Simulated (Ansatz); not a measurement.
The system is Al2Cu.

```
Cu Al
1.0
     4.10518    0.00000    0.00000
     0.00000    4.10518    0.00000
     0.00000    0.00000    2.89131
Cu Al
1 2
Direct
  0.00000 0.00000 0.00000
  0.00000 0.50000 0.50000
  0.50000 0.00000 0.50000
```

The cell comes from a database or a generator and needn't be the stable form of this composition.

Base run:

* Program: Ansatz 0.2.0
* Functional: PBEsol
* Potentials or basis: all-electron LAPW, inner shells corrected to Dirac's equation
* Cutoff: 232 eV (chosen from the basis error)
* Basis error allowed: 0.002 eV/atom
* k mesh: 7 × 7 × 9
* Occupations: fermi-dirac, width 0.05 eV
* Spin: no spin polarisation

Its results: pressure -2.4 GPa.

**Question.** The run is repeated on the same cell with these changes: potentials or basis from all-electron LAPW, inner shells corrected to Dirac's equation to all-electron LAPW, non-relativistic. What comes out?

**Answer.** Pressure -1.1 GPa.
